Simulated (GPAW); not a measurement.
# BN (F-43m) in GPAW: notebook

One crystal, BN, is run at these levels: SCAN+D3(BJ), r2SCAN, LDA; tasks: Born charges, equation of state, G0W0 quasiparticle levels.

Program: GPAW 26.7.0. These are calculated values, not measurements. Logs are shortened: lines on timing, memory, paths and dates and some standing lists are left out, and cuts for length are marked. The log counts tension as positive stress, the text compression.

**What was measured.**

From a printed reference work, monograph, for a bulk crystal of BN at 300 K: band gap 6.4 eV (indirect).

The results are compared with them further down.

**1. Starting point**

The structure is cubic, space group F-43m (No. 216). Conventional cell: a = 3.626 Å, b = 3.626 Å, c = 3.626 Å, α = 90.00°, β = 90.00°, γ = 90.00°. Around N (site symmetry -43m) lie 4 B at 1.57 Å. B (site symmetry -43m) is surrounded by 4 N at 1.57 Å.

The cell is a database's computed one.

**2. Born charges, SCAN+D3(BJ)**

File run.py:

```python
import json
import numpy as np
import spglib
from ase import Atoms
from ase.calculators.mixing import SumCalculator
from ase.constraints import FixSymmetry
from ase.io import read, write
from ase.optimize import BFGS
from contextlib import redirect_stdout
from dftd3.ase import DFTD3
from io import StringIO
from phonopy import Phonopy
from phonopy.structure.atoms import PhonopyAtoms
from gpaw import GPAW, PW
from gpaw.berryphase import polarization_phase

atoms = read('BN.cif')
cell, positions, numbers = spglib.find_primitive(
    (atoms.cell[:], atoms.get_scaled_positions(), atoms.numbers), symprec=1e-4)
atoms = Atoms(numbers, cell=cell, scaled_positions=positions, pbc=True)

calc = GPAW(mode=PW(680),
            xc='MGGA_X_SCAN+MGGA_C_SCAN',
            kpts={'size': (8, 8, 8), 'gamma': True},
            occupations={'name': 'fermi-dirac', 'width': 0.01},
            nbands=11,
            convergence={'density': 1e-06, 'eigenstates': 1e-09},
            maxiter=150,
            txt='gpaw.txt')
atoms.calc = SumCalculator([calc, DFTD3(method='scan', damping='d3bj')])
atoms.set_constraint(FixSymmetry(atoms))
BFGS(atoms, trajectory='relax.traj', logfile='-').run(fmax=0.005, steps=40)
atoms.set_constraint()
energy = atoms.get_potential_energy()
forces = atoms.get_forces()
stress = atoms.get_stress()
calc.write('gs.gpw')
write('result.traj', atoms)
print('Cell:', atoms.cell.cellpar().round(4))
print(atoms.get_scaled_positions().round(5))

n = len(atoms)
unit = PhonopyAtoms(symbols=atoms.get_chemical_symbols(), cell=atoms.cell[:], scaled_positions=atoms.get_scaled_positions())
ph = Phonopy(unit, supercell_matrix=np.eye(3, dtype=int), primitive_matrix=np.eye(3), symprec=1e-4)
ph.generate_displacements(distance=0.02, is_plusminus=True)
forces, phases = [], []
for i, move in enumerate(ph.dataset['first_atoms']):
    b = atoms.copy()
    b.positions[move['number']] += move['displacement']
    c = GPAW(mode=PW(680),
             xc='MGGA_X_SCAN+MGGA_C_SCAN',
             kpts={'size': (8, 8, 8), 'gamma': True},
             occupations={'name': 'fermi-dirac', 'width': 0.01},
             nbands=11,
             convergence={'density': 1e-06, 'eigenstates': 1e-09},
             maxiter=150,
             symmetry='off',
             txt=f'disp-{i:02d}.txt')
    b.calc = SumCalculator([c, DFTD3(method='scan', damping='d3bj')])
    f = b.get_forces()
    forces.append(f - f.mean(axis=0))
    with redirect_stdout(StringIO()):
        phases.append(polarization_phase(calc=c)['phase_c'])
    print(move['number'], np.round(move['displacement'], 4), 'phases', phases[-1].round(5), flush=True)

# each pair of opposite moves, with its images under the space group
ops, cell, spos = ph.symmetry.symmetry_operations, atoms.cell[:].T, atoms.get_scaled_positions()
moves, dipoles = [[] for a in atoms], [[] for a in atoms]
for move, up, down in zip(ph.dataset['first_atoms'][::2], phases[::2], phases[1::2]):
    dphi = (up - down + np.pi) % (2 * np.pi) - np.pi
    dp = dphi @ atoms.cell[:] / (2 * np.pi)  # e A
    for w, t in zip(ops['rotations'], ops['translations']):
        x = w @ spos[move['number']] + t - spos
        b = np.linalg.norm(x - x.round(), axis=1).argmin()
        R = cell @ w @ np.linalg.inv(cell)
        moves[b].append(R @ move['displacement'] * 2)
        dipoles[b].append(R @ dp)
Z = np.array([np.linalg.lstsq(np.array(u), np.array(p), rcond=None)[0].T for u, p in zip(moves, dipoles)])  # Z[a, i, j] = dp_i / du_j
ph.forces = forces
ph.produce_force_constants()
ph.symmetrize_force_constants()
H = ph.force_constants.transpose(0, 2, 1, 3).reshape((3 * n, 3 * n))
rule = Z.sum(axis=0)
print('Sum of the charges:')
print(rule.round(4))
Z -= rule / n
for a in atoms:
    print(a.symbol)
    print(Z[a.index].round(3))
w = np.repeat(atoms.get_masses()**-0.5, 3)
omega2, modes = np.linalg.eigh(H * w * w[:, None])
nu = np.sign(omega2) * abs(omega2)**0.5 * 521.4709  # cm^-1
dipoles = np.einsum('aij,ajm->mi', Z, (modes * w[:, None]).reshape((n, 3, -1)))  # e / amu^0.5
optical = np.argsort(abs(omega2))[3:]
eps_ion = sum(np.outer(dipoles[m], dipoles[m]) / omega2[m] for m in optical) * 4 * np.pi * 14.399645 / atoms.get_volume()
for m in range(3 * n):
    print(f'{nu[m]:9.2f} cm^-1  IR {(dipoles[m]**2).sum():8.4f} e^2/amu')
print('Lattice part of the dielectric tensor:')
print(eps_ion.round(3))
json.dump({'Z': Z.tolist(), 'rule': rule.tolist(), 'nu': nu.tolist(), 'ir': (dipoles**2).sum(1).tolist(), 'eps_ion': eps_ion.tolist()},
          open('born.json', 'w'))
```

File BN.cif:

```cif
data_BN
_cell_length_a 3.62600200
_cell_length_b 3.62600200
_cell_length_c 3.62600200
_cell_angle_alpha 90.00000000
_cell_angle_beta 90.00000000
_cell_angle_gamma 90.00000000
_space_group_name_H-M_alt 'F-43m'
_space_group_name_Hall 'F -4 2 3'
_space_group_IT_number 216
loop_
_space_group_symop_operation_xyz
'x,y,z'
'y,-x,-z'
'-x,-y,z'
'-y,x,-z'
'x,-y,-z'
'y,x,z'
'-x,y,-z'
'-y,-x,z'
'z,x,y'
'-z,y,-x'
'z,-x,-y'
'-z,-y,x'
'-z,x,-y'
'z,y,x'
'-z,-x,y'
'z,-y,-x'
'y,z,x'
'-x,-z,y'
'-y,z,-x'
'x,-z,-y'
'-y,-z,x'
'x,z,y'
'y,-z,-x'
'-x,z,-y'
'x,y+1/2,z+1/2'
'y,-x+1/2,-z+1/2'
'-x,-y+1/2,z+1/2'
'-y,x+1/2,-z+1/2'
'x,-y+1/2,-z+1/2'
'y,x+1/2,z+1/2'
'-x,y+1/2,-z+1/2'
'-y,-x+1/2,z+1/2'
'z,x+1/2,y+1/2'
'-z,y+1/2,-x+1/2'
'z,-x+1/2,-y+1/2'
'-z,-y+1/2,x+1/2'
'-z,x+1/2,-y+1/2'
'z,y+1/2,x+1/2'
'-z,-x+1/2,y+1/2'
'z,-y+1/2,-x+1/2'
'y,z+1/2,x+1/2'
'-x,-z+1/2,y+1/2'
'-y,z+1/2,-x+1/2'
'x,-z+1/2,-y+1/2'
'-y,-z+1/2,x+1/2'
'x,z+1/2,y+1/2'
'y,-z+1/2,-x+1/2'
'-x,z+1/2,-y+1/2'
'x+1/2,y,z+1/2'
'y+1/2,-x,-z+1/2'
'-x+1/2,-y,z+1/2'
'-y+1/2,x,-z+1/2'
'x+1/2,-y,-z+1/2'
'y+1/2,x,z+1/2'
'-x+1/2,y,-z+1/2'
'-y+1/2,-x,z+1/2'
'z+1/2,x,y+1/2'
'-z+1/2,y,-x+1/2'
'z+1/2,-x,-y+1/2'
'-z+1/2,-y,x+1/2'
'-z+1/2,x,-y+1/2'
'z+1/2,y,x+1/2'
'-z+1/2,-x,y+1/2'
'z+1/2,-y,-x+1/2'
'y+1/2,z,x+1/2'
'-x+1/2,-z,y+1/2'
'-y+1/2,z,-x+1/2'
'x+1/2,-z,-y+1/2'
'-y+1/2,-z,x+1/2'
'x+1/2,z,y+1/2'
'y+1/2,-z,-x+1/2'
'-x+1/2,z,-y+1/2'
'x+1/2,y+1/2,z'
'y+1/2,-x+1/2,-z'
'-x+1/2,-y+1/2,z'
'-y+1/2,x+1/2,-z'
'x+1/2,-y+1/2,-z'
'y+1/2,x+1/2,z'
'-x+1/2,y+1/2,-z'
'-y+1/2,-x+1/2,z'
'z+1/2,x+1/2,y'
'-z+1/2,y+1/2,-x'
'z+1/2,-x+1/2,-y'
'-z+1/2,-y+1/2,x'
'-z+1/2,x+1/2,-y'
'z+1/2,y+1/2,x'
'-z+1/2,-x+1/2,y'
'z+1/2,-y+1/2,-x'
'y+1/2,z+1/2,x'
'-x+1/2,-z+1/2,y'
'-y+1/2,z+1/2,-x'
'x+1/2,-z+1/2,-y'
'-y+1/2,-z+1/2,x'
'x+1/2,z+1/2,y'
'y+1/2,-z+1/2,-x'
'-x+1/2,z+1/2,-y'
loop_
_atom_site_label
_atom_site_type_symbol
_atom_site_symmetry_multiplicity
_atom_site_Wyckoff_symbol
_atom_site_fract_x
_atom_site_fract_y
_atom_site_fract_z
_atom_site_occupancy
N1 N 4 d 0.2500000000 0.2500000000 0.7500000000 1
B1 B 4 a 0.0000000000 0.0000000000 0.0000000000 1
```

Potentials or basis: GPAW PAW data sets (gpaw-data 1.2.1), pw.

Started as:

```
$ OMP_NUM_THREADS=1 python run.py
```

gpaw.txt:

```text
__  _  _
 | _ |_)|_||  |
 |__||  | ||/\| - 26.7.0

Input parameters:
  mode=PW(ecut=680.0),
  convergence={'density': 1e-06, 'eigenstates': 1e-09},
  kpts=MonkhorstPack(size=(8, 8, 8), gamma=True),
  maxiter=150,
  nbands=11,
  occupations=Occupations(name='fermi-dirac', width=0.01),
  xc=XC(name='MGGA_X_SCAN+MGGA_C_SCAN')

Diagonalizing LCAO Hamiltonian
Converting LCAO to pw mode

                N

       B

Atoms  # Å, Bohr magnetons
|   | symbol |         x |        y |        z |    initial magnetic moments |
|---|--------|-----------|----------|----------|-----------------------------|
| 0 |      N |  2.719501 | 2.719501 | 2.719501 | ( 0.0000,  0.0000,  0.0000) |
| 1 |      B | -0.000000 | 0.000000 | 0.000000 | ( 0.0000,  0.0000,  0.0000) |

Unit cell  # Å
| periodic |        x |        y |        z |  lengths |    angles |
|----------|----------|----------|----------|----------|-----------|
|      yes | 0.000000 | 1.813001 | 1.813001 | 2.563971 | 60.000000 |
|      yes | 1.813001 | 0.000000 | 1.813001 | 2.563971 | 60.000000 |
|      yes | 1.813001 | 1.813001 | 0.000000 | 2.563971 | 60.000000 |

Number of symmetries: 24
Symmetry operations  # r_c * U_cc + t_c -> r_c
|    | kind |            matrix            |
|----|------|------------------------------|
|  0 |  E   |  1, 0, 0,  0, 1, 0,  0, 0, 1 |
|  1 |  σ   |  1, 0, 0,  0, 0, 1,  0, 1, 0 |
|  2 |  σ   |  1, 0,-1,  0, 1,-1,  0, 0,-1 |
|  3 |  C3  |  1, 0,-1,  0, 0,-1,  0, 1,-1 |
|  4 |  C3  |  1,-1, 0,  0,-1, 1,  0,-1, 0 |
|  5 |  σ   |  1,-1, 0,  0,-1, 0,  0,-1, 1 |
|  6 |  σ   |  0, 1, 0,  1, 0, 0,  0, 0, 1 |
|  7 |  C3  |  0, 1, 0,  0, 0, 1,  1, 0, 0 |
|  8 |  C2  |  0, 1,-1,  1, 0,-1,  0, 0,-1 |
|  9 |  S4  |  0, 1,-1,  0, 0,-1,  1, 0,-1 |
| 10 |  C3  |  0, 0, 1,  1, 0, 0,  0, 1, 0 |
| 11 |  σ   |  0, 0, 1,  0, 1, 0,  1, 0, 0 |
| 12 |  S4  |  0, 0,-1,  1, 0,-1,  0, 1,-1 |
| 13 |  C3  |  0, 0,-1,  0, 1,-1,  1, 0,-1 |
| 14 |  S4  |  0,-1, 1,  1,-1, 0,  0,-1, 0 |
| 15 |  C2  |  0,-1, 1,  0,-1, 0,  1,-1, 0 |
| 16 |  C3  |  0,-1, 0,  1,-1, 0,  0,-1, 1 |
| 17 |  S4  |  0,-1, 0,  0,-1, 1,  1,-1, 0 |
| 18 |  S4  | -1, 1, 0, -1, 0, 1, -1, 0, 0 |
| 19 |  C3  | -1, 1, 0, -1, 0, 0, -1, 0, 1 |
| 20 |  C3  | -1, 0, 1, -1, 1, 0, -1, 0, 0 |
| 21 |  S4  | -1, 0, 1, -1, 0, 0, -1, 1, 0 |
| 22 |  σ   | -1, 0, 0, -1, 1, 0, -1, 0, 1 |
| 23 |  C2  | -1, 0, 0, -1, 0, 1, -1, 1, 0 |

BZ-sampling:
  Number of BZ points: 512
  Number of IBZ points: 29

  Monkhorst-Pack size: [8, 8, 8]
  Monkhorst-Pack shift: [0.0625, 0.0625, 0.0625]

K-points  # in reciprocal-cell coordinates
|     |                                coordinates |     weight |
|-----|--------------------------------------------|------------|
|   0 | (  0.00000000,   0.00000000,   0.00000000) | 0.00195312 |
|   1 | (  0.12500000,   0.12500000,   0.00000000) | 0.01171875 |
|   2 | (  0.12500000,   0.12500000,   0.12500000) | 0.01562500 |
|   3 | (  0.25000000,   0.12500000,   0.12500000) | 0.02343750 |
|   4 | (  0.25000000,   0.25000000,   0.00000000) | 0.01171875 |
|   5 | (  0.25000000,   0.25000000,   0.12500000) | 0.04687500 |
|   6 | (  0.25000000,   0.25000000,   0.25000000) | 0.01562500 |
|   7 | (  0.37500000,   0.25000000,  -0.37500000) | 0.04687500 |
|   8 | (  0.37500000,   0.25000000,   0.12500000) | 0.04687500 |
|   9 | (  0.37500000,   0.25000000,   0.25000000) | 0.04687500 |
| ... |                                            |            |
|  28 | (  0.50000000,   0.50000000,   0.50000000) | 0.00781250 |

Plane wave coefficients: 531
Cutoff: 680.0 eV

Spin-components: 1 (collinear spins)
Bands:           11
Projectors:      10
Spin-degeneracy: 2
Datatype:        complex128

Parallelization:
  kpt:    1
  domain: 1
  band:   1

Density:
  Valence electrons: 8.0
  Components: 1
  Grid points: [16 16 16]
  Charge: 0.0  # |e|

Potential:
  Grid points: [16 16 16]

species:
  N:
    name:    Nitrogen
    Z:       7.0
    valence: 5
    core:    2
    charge:  0.0  # [|e|]
    compensation charges:
      type: gauss
      rc: 0.18  # [Å]
      lmax: 2
    cutoffs:
      filter: 1.11  # [Å]
      core: 0.96  # [Å]
    projectors
    | kind |    occ | energy [eV] | rcut [Å] |
    |------|--------|-------------|----------|
    |   2s |  2.000 |     -18.583 |    0.603 |
    |   2p |  3.000 |      -7.089 |    0.529 |
    |    s |        |       8.629 |    0.603 |
    |    p |        |      20.123 |    0.529 |
    |    d |        |       0.000 |    0.577 |

    Using partial waves for N as LCAO basis

  B:
    name:    Boron
    Z:       5.0
    valence: 3
    core:    2
    charge:  0.0  # [|e|]
    compensation charges:
      type: gauss
      rc: 0.20  # [Å]
      lmax: 2
    cutoffs:
      filter: 1.14  # [Å]
      core: 1.38  # [Å]
    projectors
    | kind |    occ | energy [eV] | rcut [Å] |
    |------|--------|-------------|----------|
    |   2s |  2.000 |      -9.443 |    0.635 |
    |   2p |  1.000 |      -3.606 |    0.635 |
    |    s |        |      17.768 |    0.635 |
    |    p |        |      23.605 |    0.635 |
    |    d |        |       0.000 |    0.635 |

    Using partial waves for B as LCAO basis

Reference energy: -2151.211071  # eV

eigensolver:
  PPCG
  Converge bands: occupied
  niter=2

density mixing:
  MSR1-Mixer
  Pratt-step length: 0.05
  Maximum mixing coefficient: 0.75
  Old densities: 10
  SVD Regularization: 0.005
  Good broyden scale: 1.0
  Trust region scale: 1.0
  Backstep threshold: 4.0
  History deletion threshold: 6.0
  Fourier metric: weight=20.0, sigma=0.015

occupation numbers:
  Fermi-Dirac:
    width: 0.0100  # eV

poisson solver:
  ecut: 5440.0  # eV

xc functional:
  name: MGGA_X_SCAN+MGGA_C_SCAN with 2 nearest neighbor stencil

convergence criteria:
- Maximum integral of absolute [dens]ity change: 1e-06 electrons / valence electron
- Maximum integral of absolute [eigenst]ate change: 1e-09 eV^2 / valence electron
- Maximum [total energy] change in last 3 cyles: 0.0005 eV / valence electron
maximum number of iterations: 150

SCF iterations
|iter     | |      energy | eigst |  dens |
|---------|-|-------------|-------|-------|
|iter:   1| |  -22.924661 | +0.09 |       |
|iter:   2| |  -19.860285 | -1.34 | -0.74 |
|iter:   3| |  -19.526893 | -1.12 | -0.78 |
|iter:   4| |  -19.515020 | -2.49 | -1.22 |
|iter:   5| |  -19.519007 | -3.02 | -1.63 |
|iter:   6| |  -19.519661 | -4.96 | -2.50 |
|iter:   7| |  -19.519750c| -5.66 | -2.99 |
|iter:   8| |  -19.519756c| -7.38 | -4.06 |
|iter:   9| |  -19.519757c| -8.33 | -4.49 |
|iter:  10| |  -19.519757c|-10.50c| -5.68 |
|iter:  11| |  -19.519757c| -9.97c| -6.17c|

Converged in 11 steps
Energy contributions relative to reference atoms: (reference = -2151.211071)

Energy contributions:
  Kinetic:          14.025860
  Coulomb:         -13.238174
  Zero:              0.025426
  External:          0.000000
  Xc:              -20.332869
  Entropy:          -0.000000
  Spinorbit:         0.000000
  ----------------------------
  Free energy:     -19.519757
  Extrapolated:    -19.519757

dipole moment: (1.717293, -3.858140, 1.717293)  # |e|*Ang

Fermi level: 10.738
Eigenvalues  # (at kpt = [0.000, 0.000, 0.000])
| band index |      eig [eV] | occ [0-2] |
|------------|---------------|-----------|
|          0 |       -11.473 |     2.000 |
|          1 |         9.738 |     2.000 |
|          2 |         9.739 |     2.000 |
|          3 |         9.739 |     2.000 |
|          4 |        19.191 |     0.000 |
|          5 |        19.191 |     0.000 |
|          6 |        19.191 |     0.000 |
|          7 |        20.611 |     0.000 |
|          8 |        35.708 |     0.000 |
|          9 |        38.448 |     0.000 |
|         10 |        39.338 |     0.000 |

Gap: 4.952 eV
Transition (v -> c):
  (s=0, k=0, n=3, [0.00, 0.00, 0.00]) -> (s=0, k=24, n=4, [0.50, 0.50, 0.00])
Direct/indirect transitions are different
Direct gap: 9.452 eV
Transition at: (s=0, k=0, n=3, [0.00, 0.00, 0.00])

Forces  # eV/Ang
|       x |        y |       z |
|---------|----------|---------|
| 0.00000 | -0.00000 | 0.00000 |  # N    0
| 0.00000 |  0.00000 | 0.00000 |  # B    1

Stress tensor  # eV/Ang^3
|         x |         y |         z |
|-----------|-----------|-----------|
|  0.072086 | -0.000000 | -0.000000 |
| -0.000000 |  0.072086 |  0.000000 |
| -0.000000 |  0.000000 |  0.072086 |

# Writing to gs.gpw (mode='')
```

Wall time 8.8 min (1 thread of Intel Xeon Platinum 8375C at 2.90GHz (Ice Lake), shared host); peak memory 0.71 GiB.

Results:

```yaml
Free_energy: -19.6765 eV
Pressure_after_relaxing: -13.7 GPa
Band_gap_on_the_k_mesh: 4.95 eV, indirect (least direct gap 9.45 eV)
Born_charges_mean_of_the_diagonal: N -1.96; B +1.96 e
Highest_phonon_frequency_at_Γ_LO-TO_splitting_left_out: 1037 cm⁻¹
Dispersion_energy_per_atom: -0.078 eV
```

Final structure:
```cif
data_structure
_symmetry_space_group_name_H-M 'P 1'
_symmetry_Int_Tables_number 1
_cell_length_a 2.5640
_cell_length_b 2.5640
_cell_length_c 2.5640
_cell_angle_alpha 60.000
_cell_angle_beta 60.000
_cell_angle_gamma 60.000
_cell_volume 11.92
loop_
_atom_site_label
_atom_site_type_symbol
_atom_site_fract_x
_atom_site_fract_y
_atom_site_fract_z
_atom_site_occupancy
N1 N 0.75000 0.75000 0.75000 1
B1 B 0.00000 0.00000 0.00000 1
```

Levels at points of the mesh, in eV from the valence-band top:
| k point | band 2 | band 3 | band 4 | band 5 | band 6 | band 7 |
| --- | --- | --- | --- | --- | --- | --- |
| (0.00, 0.00, 0.00) | 0.00 | 0.00 | 0.00 | 9.45 | 9.45 | 9.45 |
| (0.50, 0.50, 0.00) | -9.25 | -5.05 | -5.05 | 4.95 | 9.78 | 19.07 |
| (0.50, 0.50, 0.50) | -10.99 | -1.99 | -1.99 | 10.64 | 11.40 | 11.40 |

Phonon frequencies in cm⁻¹ (negative: imaginary):
```
              q point           frequencies
(0.000, 0.000, 0.000)  0 0 0 1037 1037 1037
```

Born effective charge tensors (e):
atom 1, N
```
-1.96  0.00  0.00
 0.00 -1.96  0.00
 0.00  0.00 -1.96
```
atom 2, B
```
1.96 0.00 0.00
0.00 1.96 0.00
0.00 0.00 1.96
```

Caveat: the cell is more than 3 GPa from zero pressure, which shifts response properties; the k mesh is coarse; the cutoff is short for stress and forces, so pressures can be off by a GPa or more; the LO-TO splitting is left out; the PAW data sets were made with another functional, which shifts forces and pressure a little.

**3. Equation of state, r2SCAN**

File run.py:

```python
from ase import Atoms
from ase.eos import EquationOfState
from ase.io import Trajectory
from ase.units import GPa
from gpaw import GPAW, PW

atoms = Atoms(['N', 'B'],
              cell=[[0.0, 1.813001, 1.813001],
                    [1.813001, 0.0, 1.813001],
                    [1.813001, 1.813001, 0.0]],
              scaled_positions=[[0.25, 0.25, 0.25],
                                [0.0, 0.0, 0.0]],
              pbc=True)

traj = Trajectory('eos.traj', 'w')
volumes, energies = [], []
for x in [0.94, 0.96, 0.98, 1.0, 1.02, 1.04, 1.06]:
    a = atoms.copy()
    a.set_cell(atoms.cell * x**(1 / 3), scale_atoms=True)
    calc = GPAW(mode=PW(800),
                xc='MGGA_X_R2SCAN+MGGA_C_R2SCAN',
                kpts={'size': (13, 13, 13), 'gamma': True},
                occupations={'name': 'fermi-dirac', 'width': 0.05},
                nbands=11,
                convergence={'density': 1e-05, 'energy': 1e-05},
                maxiter=150,
                txt=f'eos-{x:.2f}.txt')
    a.calc = calc
    energies.append(a.get_potential_energy(force_consistent=True))
    volumes.append(a.get_volume())
    p = -a.get_stress()[:3].mean() / GPa
    calc.write(f'eos-{x:.2f}.gpw')
    traj.write(a)
    print(f'{x:.2f} {volumes[-1]:10.4f} A^3 {energies[-1]:14.6f} eV {p:9.3f} GPa', flush=True)

v0, e0, B = EquationOfState(volumes, energies, eos='birchmurnaghan').fit()
print(f'V0 = {v0:.4f} A^3, E0 = {e0:.6f} eV, B0 = {B / GPa:.2f} GPa')
```

Potentials or basis: GPAW PAW data sets (gpaw-data 1.2.1), pw.

Started as:

```
$ OMP_NUM_THREADS=1 python run.py
```

Run time: 11 min. Hardware: 1 thread of Intel Xeon at 2.50GHz (Skylake/Cascade Lake), shared host; peak memory 0.36 GiB.

The run converged. Its results:

```yaml
Equilibrium_volume: "5.88 Å³/atom (rough: see the caveat)"
Bulk_modulus: 390 GPa (rough)
```

Energy against volume, from the lowest point:
| volume (Å³/atom) | energy (meV/atom) |
| --- | --- |
| 5.602 | 17.12 |
| 5.721 | 5.25 |
| 5.840 | 0.00 |
| 5.959 | 0.95 |
| 6.078 | 7.36 |
| 6.198 | 18.77 |
| 6.317 | 34.82 |

Caveat: the points scatter about the fit; the PAW data sets were made with another functional, which shifts forces and pressure a little.

(Part 1 of 2 ends here.)
